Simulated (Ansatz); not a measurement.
## NiO2: equation of state with LDA

The system is NiO2.

```
CELL_PARAMETERS angstrom
1.40213 0.80952 6.97429
-1.40213 0.80952 6.97429
0.00000 -1.61904 6.97429
ATOMIC_POSITIONS crystal
Ni 0.00000 0.00000 0.00000
O 0.37879 0.37879 0.37879
O 0.62121 0.62121 0.62121
```

The cell comes from a database or a generator and needn't be the stable form of this composition.

```
Program             : Ansatz 0.2.0
Task                : equation of state
Functional          : LDA
Potentials or basis : Ansatz PAW
Cutoff              : 420 eV
Density cutoff      : 1680 eV
k mesh              : 11 × 11 × 11
Occupations         : fermi-dirac, width 0.05 eV
Spin                : collinear spin, ferromagnetic start
Starting moments    : [1.0, 0.0, 0.0] μB
```

| Property | Result |
| --- | --- |
| Equilibrium volume | 14.88 Å³/atom (rough: see the caveat) |
| Bulk modulus at fixed shape and positions | 147 GPa (rough) |

Energy against volume, from the lowest point:
| volume (Å³/atom) | energy (meV/atom) |
| --- | --- |
| 14.882 | 0.00 |
| 15.199 | 3.02 |
| 15.516 | 11.54 |
| 15.832 | 24.93 |
| 16.149 | 42.69 |
| 16.466 | 64.29 |
| 16.782 | 89.35 |

All runs of the series together: 2.2 min on 2 threads of AMD EPYC 7R43 64-Core Processor (Zen 3) (shared host).

Caveat: the minimum lies outside the volumes run; the cell was scaled at fixed shape and fractional positions, which overstates the stiffness of a crystal with free parameters, most of all of layers and chains.
